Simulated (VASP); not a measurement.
Wanted: the native input for a VASP 6.6.1 run.

```
Task                   : relaxation of cell and atoms
Functional             : PBE
Potentials or basis    : VASP PAW PBE potentials, release 64 (Mn_pv)
Cutoff                 : 600 eV
k mesh                 : 21 × 21 × 10
Occupations            : gaussian, width 0.1 eV
Spin                   : no spin polarisation
Dipole correction      : no
Further INCAR settings : ALGO = Fast; EDIFF = 1e-06; IBRION = 2; EDIFFG = -0.005; NSW = 100; ISIF = 3
```

The structure of Mn lies in POSCAR:

```
Mn
1.0
    2.4836457705      0.0000000000      0.0000000000
   -1.2418228852      2.1509003313      0.0000000000
    0.0000000000      0.0000000000      4.0261950000
Mn
2
Direct
    0.6666666700      0.3333333300      0.7500000000
    0.3333333300      0.6666666700      0.2500000000
```

This isn't the form of Mn at room conditions, which is a 58-atom cubic cell.

The input as run:

INCAR

```
SYSTEM = Mn
PREC = Accurate ; ENCUT = 600
EDIFF = 1E-6 ; ISMEAR = 0
SIGMA = 0.1 ; LREAL = .FALSE.
LASPH = .TRUE. ; NELM = 100
ALGO = Fast ; ISIF = 3
LWAVE = .FALSE. ; LCHARG = .FALSE.
GGA = PE ; IBRION = 2
NSW = 100 ; EDIFFG = -0.005
```

KPOINTS

```
Automatic mesh
0
G
  21 21 10
  0 0 0
```

Potentials or basis: VASP PAW PBE potentials, release 64 (Mn_pv).

Launch:

```sh
$ cat potpaw_PBE.64/Mn_pv/POTCAR > POTCAR
$ mpirun -np 1 vasp_std > vasp.out
```

It gave:

```json
{
 "Relaxed volume": "10.70 Å³/atom",
 "Relaxed cell": "a = 2.481 Å, b = 2.481 Å, c = 4.013 Å, α = 90.00°, β = 90.00°, γ = 120.00°",
 "Space group after relaxing (to 0.05 Å)": "P6_3/mmc (No. 194)",
 "Energy gained by relaxing": "0.3 meV/atom",
 "Ionic steps": "9",
 "Pressure after relaxing": "0.0 GPa",
 "Band gap on the k mesh": "none (metal or under the smearing width)"
}
```

Caveat: the run has no spin polarisation, though such a crystal can be magnetic.

It took 4 min on 1 thread of Intel(R) Xeon(R) Platinum 8488C (Sapphire Rapids) (shared host), peak memory 0.23 GiB.
